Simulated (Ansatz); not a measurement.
BAs: experiment and calculation

**Measured values to compare with.**

From “Thermal expansion coefficients of high thermal conducting BAs and BP materials”, 2019, arxiv:1906.04101, for a bulk crystal of BAs at 100 K: lattice constant a 4.7741 ± 0.0015 Å.

“Basic Physical Properties of Cubic Boron Arsenide”, 2019, arxiv:1911.11281 reports, for a bulk crystal of BAs at 300 K: band gap 1.82 eV (indirect).

All numbers below come from Ansatz 0.2.0, DFT PBE, scalar-relativistic, plane waves, PAW.

Cutoff 420 eV; k points 10×10×10 on the computed 2-atom cell (Γ-centred); Gaussian smearing, width 0.02 eV; no spin polarisation.

Relaxed structure:

```cif
data_structure
_symmetry_space_group_name_H-M 'F-43m'
_symmetry_Int_Tables_number 216
_cell_length_a 4.8088
_cell_length_b 4.8088
_cell_length_c 4.8088
_cell_angle_alpha 90.000
_cell_angle_beta 90.000
_cell_angle_gamma 90.000
_cell_volume 111.20
loop_
_atom_site_label
_atom_site_type_symbol
_atom_site_symmetry_multiplicity
_atom_site_Wyckoff_symbol
_atom_site_fract_x
_atom_site_fract_y
_atom_site_fract_z
_atom_site_occupancy
B1 B 4 a 0.00000 0.00000 0.00000 1
As1 As 4 d 0.25000 0.25000 0.75000 1
```

```json
{"Space group": "F-43m (No. 216)", "Volume per atom": "13.90 Å³", "Formation energy from the elements' standard states (uncorrected)": "-0.027 eV/atom", "Kohn–Sham band gap": "1.20 eV", "Orbital (Löwdin) character of the top 1 eV of the valence band": "B 2p 52 %, As 4p 45 %", "Orbital (Löwdin) character of the lowest 1 eV of the conduction band": "B 2p 34 %, As 4p 22 %, B 2s 19 %, As 4s 12 %, unprojected 12 %", "Bader charge by site (e)": "B (1 in the cell) 0.12, As (1 in the cell) -0.12"}
```

Measured lattice constant a of BAs: 4.7741 Å (100 K; “Thermal expansion coefficients of high thermal conducting BAs and BP materials”, 2019, arxiv:1906.04101). This calculation gives 4.809 Å (+0.7 %). The calculation is for 0 K without zero-point motion. Against the measured band gap of BAs, 1.82 eV (indirect; 300 K; “Basic Physical Properties of Cubic Boron Arsenide”, 2019, arxiv:1911.11281), the calculated 1.20 eV is off by -0.62 eV. Kohn–Sham gaps of semilocal functionals fall short of measured ones as a rule.

It was relaxed from a cell as deposited in COD. Löwdin shares on free-atom orbitals overweight diffuse shells in the empty bands.
